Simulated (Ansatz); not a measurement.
InN (wurtzite)

```xyz
4
Lattice="3.5805 0.0000 0.0000 -1.7903 3.1008 0.0000 0.0000 0.0000 5.7878" Properties=species:S:1:pos:R:3 pbc="T T T"
In     1.7903     1.0336     2.9053
In     0.0000     2.0672     0.0114
N      1.7903     1.0336     0.7132
N      0.0000     2.0672     3.6071
```

The volume is varied about the relaxed value V₀ at fixed cell shape. The atoms relax within the cell's symmetry.

The numbers are results of PBE (plane waves to 420 eV, PAW, scalar-relativistic; Ansatz, a first-principles code), not measurements. k mesh 11×11×6 (Γ-centred), Fermi-Dirac smearing 0.05 eV. E stands for the smeared free energy. Stress and pressure are positive under compression. At this level the bands of InN touch or barely overlap; measurements give the solid a gap. InN was relaxed with its symmetry unable to fall. The zero of ΔE is the relaxed starting cell.

**Question.** Predict the ΔE (kJ/mol of atoms) and P (GPa) at V/V₀ = 0.940, 0.955, 0.970, 0.985, 1.015, 1.030, 1.045, 1.060.

**Answer.** 
```csv
V/V₀,ΔE (kJ/mol of atoms),P (GPa)
0.940,2.4,8.7
0.955,1.3,6.2
0.970,0.6,4.0
0.985,0.1,1.9
1.015,0.1,-1.7
1.030,0.5,-3.4
1.045,1.1,-4.8
1.060,1.9,-6.2
```

(Under strain, the slope of the energy per volume gives the stress and its curvature an elastic modulus.)
